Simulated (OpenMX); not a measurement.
## SnO2 (Cassiterite) under changes of volume

One of the cells (11.922 Å³/atom); the others are scaled copies at fixed shape and fractional positions:

```
Sn O
1.0
     4.73800    0.00000    0.00000
     0.00000    4.73800    0.00000
     0.00000    0.00000    3.18650
Sn O
2 4
Cartesian
  2.3690 2.3690 1.5933
  0.0000 0.0000 0.0000
  3.8240 0.9140 1.5933
  3.2830 3.2830 0.0000
  0.9140 3.8240 1.5933
  1.4550 1.4550 0.0000
```

```yaml
Program: OpenMX 3.8.5
Functional: PBE
Potentials_or_basis: OpenMX 2013 PBE set, Sn7.0-s3p2d1, O6.0-s2p2, fixed grid of 64 × 64 × 42 points
k_mesh: 7 × 7 × 9
Occupations: fermi-dirac, width 0.05 eV
Spin: no spin polarisation
```

```csv
volume (Å³/atom),energy over the lowest point (meV/atom),gap on the mesh (eV),largest force (eV/Å)
11.207,167.31,1.65,0.773
11.445,119.57,1.36,0.662
11.684,80.98,1.09,0.560
11.922,50.57,0.83,0.472
12.161,27.46,0.59,0.385
12.399,?,?,?
12.637,0.00,0.13,0.238
```

Task: What does the run at 12.399 Å³/atom give?

Result: Energy over the lowest point 10.83 meV/atom; gap on the mesh 0.35 eV; largest force 0.305 eV/Å.

Worked out: A Birch-Murnaghan fit of order 3 (a polynomial in V^(-2/3)) to the other rows has no minimum within the range. It gives 10.85 meV/atom at 12.399 Å³/atom, against the run's 10.83. A parabola through the other rows of the gap, of slope -11.8 eV per unit of ln V (its deformation potential) there, gives 0.35 eV, against the run's 0.35.

Energies are extrapolated to zero smearing.

Caveats: the basis has few d functions beyond the semicore shells, which can make volumes several per cent too large; spin-orbit coupling is left out, which moves the levels of the heavy elements; the basis of atomic orbitals isn't converged, which shifts pressures, moduli and gaps.
